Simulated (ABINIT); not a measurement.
Crystal: Se.

```
Se
1.0
     4.36620    0.00000    0.00000
    -2.18310    3.78124    0.00000
     0.00000    0.00000    4.95360
Se
3
Direct
  0.77460 0.77460 0.00000
  0.00000 0.22540 0.66667
  0.22540 0.00000 0.33333
```

Base run:

| Quantity | Value |
| --- | --- |
| Program | ABINIT 10.8.3 (patched build) |
| Functional | PBE |
| Potentials or basis | PseudoDojo NC SR PBE v0.4.1 standard |
| Cutoff | 1088 eV |
| k mesh | 5 × 5 × 4 |
| Occupations | fermi-dirac, width 0.05 eV |
| Spin | no spin polarisation |

Its results: band gap on the k mesh 1.23 eV, indirect (least direct gap 1.34 eV); pressure 2.6 GPa; largest force 0.427 eV/Å.

Task: The run is repeated on the same cell with these changes: functional from PBE to PBEsol; potentials or basis from PseudoDojo NC SR PBE v0.4.1 standard to PseudoDojo NC SR PBEsol v0.4.1 standard; cutoff from 1088 eV to 1061 eV. What comes out?

Result: Band gap on the k mesh 1.15 eV, indirect (least direct gap 1.30 eV); pressure -0.3 GPa; largest force 0.310 eV/Å.

Caveats: an odd mesh through Γ misses points on the zone boundary, where band edges often lie.
